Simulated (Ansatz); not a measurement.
# armchair graphene nanoribbon (N = 7, H edges): bands by functional and under strain, part 4 of 4

Wanted: the relaxed geometry and the bands of the armchair graphene nanoribbon (N = 7, H edges).

The experiment to be reproduced. Scanning tunnelling spectroscopy of long 7-armchair ribbons on Au(111) gives a gap of 2.3 eV (Talirz et al., ChemPhysChem (2019), arXiv:1910.01385).

Ansatz 0.2.0; DFT PBE, plane waves, PAW; relaxation of a wire's period (the session's first sound run).

So far, band gap (eV): step 3 (the perfect wire, PBE) 1.57; step 7 (another level of theory, level HSE06, cutoff 420 eV, HSE06 PBE) 2.02; step 8 (another level of theory, level PBE0, cutoff 420 eV, PBE0 PBE) 2.62; step 10 (At a strained period, period over the relaxed period 1.03, k-mesh 1×1×14, PBE) 1.26; step 11 (strain along the wire, period over the relaxed period 0.97, k-mesh 1×1×15, PBE) 1.60.

## 12. A varied input

This step: DFT LDA, plane waves, PAW; bands of a perfect wire at the PBE geometry; changed: basis.xc_grid = 3, scf.occupations.method = "gaussian", scf.occupations.width = 0.025 (Ansatz 0.2.0).

The atoms of the band run (LDA) are kept and the input is varied, to see whether the result depends on it.

input.yaml reads:

```yaml
crystal:
  lattice:
    - [16.232, 0.0, 0.0]
    - [0.0, 7.0, 0.0]
    - [0.0, 0.0, 4.2998217765]
  atoms:
    - { symbol: C, position: [0.273844157, 0.5, 0.007367024] }
    - { symbol: C, position: [0.423835607, 0.5, 0.999743312] }
    - { symbol: C, position: [0.576164393, 0.5, 0.999743312] }
    - { symbol: C, position: [0.726155843, 0.5, 0.007367024] }
    - { symbol: C, position: [0.273844157, 0.5, 0.325966309] }
    - { symbol: C, position: [0.423835607, 0.5, 0.333590021] }
    - { symbol: C, position: [0.576164393, 0.5, 0.333590021] }
    - { symbol: C, position: [0.726155843, 0.5, 0.325966309] }
    - { symbol: H, position: [0.214810741, 0.5, 0.445613399] }
    - { symbol: H, position: [0.785189259, 0.5, 0.445613399] }
    - { symbol: C, position: [0.348109847, 0.5, 0.499145217] }
    - { symbol: C, position: [0.5, 0.5, 0.501346876] }
    - { symbol: C, position: [0.651890153, 0.5, 0.499145217] }
    - { symbol: C, position: [0.348109847, 0.5, 0.834188117] }
    - { symbol: C, position: [0.5, 0.5, 0.831986457] }
    - { symbol: C, position: [0.651890153, 0.5, 0.834188117] }
    - { symbol: H, position: [0.214810741, 0.5, 0.887719934] }
    - { symbol: H, position: [0.785189259, 0.5, 0.887719934] }
kpoints:
  mp_grid: { grid: [1, 1, 14] }
  band_path: { path: ["Γ", Z], npoints: 50 }
scf:
  occupations: { method: gaussian, width: 0.025 }
hamiltonian:
  xc: lda
basis:
  xc_grid: 3
```

Launch:

```console
$ ansatz run input.yaml --threads 8 --pin off --max-ram 16384MiB --backend cpu --events-out ev --progress --plain --runs-dir out
```

Numbers of over 12 decimals in the logs are rounded to 6 here.

The program printed:

```text
[...]
Crystal: 18 atoms, lattice volume = 488.563 Å³
Basis set: ecut = 420 eV, 9567 PW (Γ), exchange–correlation on 360×144×90 points (27 copies of the dense FFT grid, shifted against one another)
Bands: 48, of which v1, the nominal top of the filled ones, is band 30 counted from 1 (29 counted from 0)
Symmetry: 8 space group operations
[...]
k-points: 8 of 14
[...]
SCF iter   1: F=—  HF=-3462.979097 eV  |F-HF|=—  |Δ(HF+E_count)|=         —  Δρ=4.50e-3  dr2=1.53e-1  ethr=1.77e-3  ⟨swp⟩=8.4  Hψ=2096  notcnv=0  defer=62
[...]
SCF iter   8: F=-3462.949090 eV  HF=-3462.949090 eV  |F-HF|=1.70e-9  |Δ(HF+E_count)|=   8.19e-9  Δρ=1.62e-6  dr2=1.55e-8  ethr=1.67e-10  ⟨swp⟩=23.4  Hψ=2665  notcnv=0
SCF 1 converged in 8 iterations: F = -3462.949090 eV  dr2 = 1.55e-8
[...]
SCF converged after 8 iterations
Free energy (F): -3462.949090 eV
[...]
Internal energy: -3462.949090 eV  (E = F + TS)
E sigma→0 (E₀):  -3462.949090 eV
Fermi energy:    -1.196544 eV
[...]
--- Band table (eV; the first three rows and the last of 8) ---
  k-point 0: bands = [... 26 lower, -4.0006, -3.1844, -2.1558, -1.9814, -0.4117, -0.3368, 0.3311, 1.6851, ... 14 higher]
  k-point 1: bands = [... 26 lower, -3.9858, -3.3807, -2.4158, -2.0994, -0.3203, -0.0673, 0.5650, 1.7247, ... 14 higher]
  k-point 2: bands = [... 26 lower, -3.9446, -3.8559, -2.9582, -2.3961, -0.0961, 0.5031, 1.1509, 1.5512, ... 14 higher]
  k-point 7: bands = [... 26 lower, -5.6948, -4.6273, -4.3432, -3.6239, 0.5875, 1.6281, 1.8418, 3.5052, ... 14 higher]
```

The job ended after 13 s (8 threads of Arm Neoverse N1, shared host; peak memory 1.5 GiB).

Numbers from this step:

| Property | Result |
| --- | --- |
| band gap | 1.570 eV |

It took 13 s against 12 s for the run it varies.

The band gap stays within 0.2 % plus 0.001 of the run it varies.

Against step 4, the band gap stays at 1.57 eV and the free energy stays within 0.05 meV an atom. The band gap moves by under 1 % between these two settings.

## 13. The same system on other settings

This step: DFT LDA, plane waves, PAW; bands of a perfect wire at the PBE geometry; changed: hamiltonian.pseudopotentials = {"kind": "paw", "source": "jth"} (Ansatz 0.2.0).

The atoms of the band run (LDA) are kept and the input is varied, to see whether the result depends on it.

input.yaml: that of step 12 with these lines changed.

```diff
@@ -28,6 +28,5 @@
 scf:
-  occupations: { method: gaussian, width: 0.025 }
+  occupations: { method: fermi_dirac, width: 0.05 }
 hamiltonian:
   xc: lda
-basis:
-  xc_grid: 3
+  pseudopotentials: { kind: paw, source: jth }
```

The program printed:

```text
[...]
--- Band table (eV; the first three rows and the last of 8) ---
  k-point 0: bands = [... 26 lower, -3.9963, -3.1796, -2.1521, -1.9783, -0.4086, -0.3347, 0.3310, 1.6946, ... 14 higher]
  k-point 1: bands = [... 26 lower, -3.9814, -3.3761, -2.4123, -2.0962, -0.3174, -0.0652, 0.5651, 1.7341, ... 14 higher]
  k-point 2: bands = [... 26 lower, -3.9402, -3.8514, -2.9545, -2.3924, -0.0936, 0.5055, 1.1518, 1.5542, ... 14 higher]
  k-point 7: bands = [... 26 lower, -5.6884, -4.6227, -4.3376, -3.6186, 0.5881, 1.6284, 1.8451, 3.5143, ... 14 higher]
[key lines of the parts left out:]
SCF converged after 10 iterations
Free energy (F): -3455.965896 eV
Fermi energy:    -1.199540 eV
```

The job ended after 34 s (8 threads; peak memory 3 GiB; 4.3 min of CPU time).

It took 34 s against 12 s for the run it varies.

The band gap stays within 0.2 % plus 0.001 of the run it varies.

## 14. Outcome

- cell length, PBE: 4.300 Å
- conductance, PBE: 1.3e-13 G₀
- gap, PBE: 1.57 eV
- gap, LDA: 1.57 eV
- gap, RPBE: 1.57 eV
- gap, r2SCAN: 1.68 eV
- gap, HSE06: 2.02 eV
- gap, PBE0: 2.62 eV
- gap, period scaled by 1.03: 1.26 eV
- gap, period scaled by 0.97: 1.60 eV
- gap, measured: 2.3 eV (Talirz et al., ChemPhysChem (2019), arXiv:1910.01385)

What this shows: Under PBE the cell's length is 4.30 Å, and a gap of 1.57 eV makes it a semiconductor. Against the measured 2.3 eV: PBE 1.57 (-0.73), LDA 1.57 (-0.73), RPBE 1.57 (-0.73), r2SCAN 1.68 (-0.62), HSE06 2.02 (-0.28) and PBE0 2.62 (+0.32). The comparison is loose: the measured ribbon lies on gold, which screens it, and a tunnelling gap is a quasiparticle gap, while these are Kohn-Sham gaps of the free ribbon. At the relaxed period the wire is gapped under every functional, from 1.57 eV (LDA) to 2.62 eV (PBE0). Weak screening in one dimension makes quasiparticle gaps larger than the semilocal gaps, as a rule. Strain matters: under PBE the gap goes from 1.57 eV to 1.60 eV at 0.97 times the period and 1.26 eV at 1.03 times the period. Transport is coherent and elastic here: the atoms are frozen, so scattering by vibrations plays no part. A hybrid's gap is read on a coarse mesh, without a band path.

[Logs are printed without paths, hosts, clocks, repeated set-up lines and the standing remarks that a program may print on its own settings, such as how far it seeks lower states.]

[Hosts, paths, dates, database ids (printed as entryN), source tags and the programs' standing remarks are cut or masked in the printed files.]
